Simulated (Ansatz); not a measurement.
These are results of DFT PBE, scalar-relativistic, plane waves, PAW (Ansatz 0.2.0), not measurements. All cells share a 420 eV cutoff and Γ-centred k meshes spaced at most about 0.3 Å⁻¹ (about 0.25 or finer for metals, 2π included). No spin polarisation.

These are static total energies at zero pressure.

Compare these two cells of B5As2, each relaxed at this level.

1. Space group P-3m1 (No. 164), trigonal, a = 3.165 Å, c = 8.597 Å. Around B on a site of symmetry -3m lie 6 B at 1.90 Å; B on a site of symmetry 3m has 3 B at 1.90 Å, 1 As at 2.08 Å and 3 B at 2.12 Å; B on a second site of symmetry 3m is surrounded by 1 B at 1.69 Å and 3 As at 2.01 Å; As has 4 B at 2.01–2.08 Å.

2. Space group Fmmm (No. 69), orthorhombic, a = 4.750 Å, b = 12.726 Å, c = 17.243 Å. Around B on a site of symmetry mm2 lie 1 B at 1.69 Å, 2 B at 1.85 Å and 2 As at 2.15 Å; B on a site of symmetry m has 3 B at 1.74–1.85 Å and 2 As at 2.20 Å; B on a second site of symmetry m has 3 B at 1.66–1.76 Å and 2 As at 2.14 Å; around As lie 5 B at 2.14–2.20 Å.

Question: Which would you expect to be lower, and how large is the difference?

Answer: Cell 1 is lower, by 52 meV/atom. Cell 1 has space group P-3m1 (No. 164), 10.7 Å³/atom and no gap on its mesh; cell 2 has space group Fmmm (No. 69), 18.6 Å³/atom and a gap of 0.86 eV. Counting B atoms around As (those within 1.25 times the shortest such distance or 1.15 times the sum of covalent radii, 1.27 where that leaves under three), cell 1 has As 4 and cell 2 has As 5. Cell 1 and cell 2 both hold B–B nets. Even the lower one lies +0.35 eV/atom against the reference forms of the elements (uncorrected), so neither is stable at this level. Both come from invented guesses.

No dispersion correction is applied, so the spacing and binding between layers, chains or molecules are poorly described (Fmmm), and this can change margins and order among such cells. Kohn–Sham gaps at this level usually fall short of measured ones. In P-3m1 an odd number of electrons in the primitive cell allows no gap without spin; a larger cell or a magnetic state could open one. Cells relaxed within their symmetry can be saddle points.
